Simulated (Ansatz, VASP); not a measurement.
This is a calculation of W for VASP 6.6.1.

Contents of INCAR:

```
SYSTEM = W
PREC     = Accurate       ! precision mode
ENCUT    = 520            ! plane-wave cutoff, eV
EDIFF    = 1E-7           ! SCF threshold, eV
ISMEAR   = 0              ! smearing method
SIGMA    = 0.018000000000000002 ! smearing width, eV
LREAL    = .False.        ! projectors in reciprocal space
LASPH    = .True.         ! aspherical terms in the spheres
NELM     = 80             ! most SCF steps
ALGO     = Normal         ! electronic algorithm
ISIF     = 2              ! what is computed and relaxed
LWAVE    = .False.        ! write WAVECAR
LCHARG   = .False.        ! write CHGCAR
GGA      = PE             ! functional
NBANDS   = 13             ! bands
```

The input KPOINTS:

```
regular mesh
0
Gamma
  12 12 12
  0 0 0
```

POSCAR

```
W
1.0
   -1.5823450000      1.5823450000      1.5823450000
    1.5823450000     -1.5823450000      1.5823450000
    1.5823450000      1.5823450000     -1.5823450000
W
1
Direct
    0.0000000000      0.0000000000      0.0000000000
```

Potentials or basis: VASP PAW PBE potentials, release 64 (W_sv).

The run is started by

```console
$ cat potpaw_PBE.64/W_sv/POTCAR > POTCAR
$ mpirun -np 1 vasp_std > vasp.out
```

Translate it to Ansatz 0.2.0. Potentials there: all-electron LAPW, scalar-relativistic.

As run (the cutoff follows the program's own potentials):

Contents of input.yaml:

```yaml
crystal:
  lattice:
    - [-1.582345, 1.582345, 1.582345]
    - [1.582345, -1.582345, 1.582345]
    - [1.582345, 1.582345, -1.582345]
  atoms:
    - { symbol: W, position: [0.0, 0.0, 0.0] }
kpoints:
  mp_grid: { grid: [12, 12, 12] }
scf:
  occupations: { method: gaussian, width: 0.018 }
hamiltonian:
  xc: pbe
  pseudopotentials: { kind: all_electron, lapw: { basis_error: 0.001 } }
output:
  forces: true
  stress: true
  eigenvalues: true
```

Potentials or basis: all-electron LAPW, scalar-relativistic.

Command:

```bash
$ ansatz run input.yaml --threads 1 --pin off --max-ram 3072MiB --backend cpu --events-out ev --progress --plain --runs-dir out
```

Both were run:

|  | VASP | Ansatz | Ansatz less VASP |
| --- | --- | --- | --- |
| gap on the k mesh at the Fermi level (eV) | none | none | - |
| pressure (GPa) | 6.7 | 6.1 | -0.56 |

A gap of «none» marks a metal or a gap that the smearing closes. Ansatz ran all-electron here, so the differences hold the error of VASP's frozen core and of both bases.

The runs have no spin-orbit coupling, so splittings on W are missing.
